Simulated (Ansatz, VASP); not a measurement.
# One calculation of Ta, two programs

```xyz
2
Lattice="0.0000 3.0725 3.0725 3.0725 0.0000 3.0725 3.0725 3.0725 0.0000" Properties=species:S:1:pos:R:3 pbc="T T T"
Ta    0.7681    0.7681    0.7681
Ta    5.3769    5.3769    5.3769
```

Alike in both runs: functional revPBE; k mesh 9 × 9 × 9; occupations fermi-dirac, width 0.1 eV; no spin polarisation.

Ansatz relaxed the structure, and its values are those at the end. VASP's run is a single point on that final structure, the one shown.

```csv
,VASP,Ansatz
version,VASP 6.6.1,Ansatz 0.2.0
potentials or method,"VASP PAW PBE potentials, release 64 (Ta_pv)","plane waves (420 eV) with PAW, scalar-relativistic"
plane-wave cutoff (eV),520,420
valence electrons in the cell,22,26
```

|  | VASP | Ansatz | Ansatz less VASP |
| --- | --- | --- | --- |
| pressure (GPa) | 0.1 | 0.0 | -0.03 |

With one functional, cell and mesh, what is left measures potentials, basis and numerics. The two sets of potentials don't hold the same shells in valence.

Caveats: the PAW data sets were made with another functional, which shifts forces and pressure a little (VASP). Spin-orbit coupling is left out, which matters for the levels of Ta.
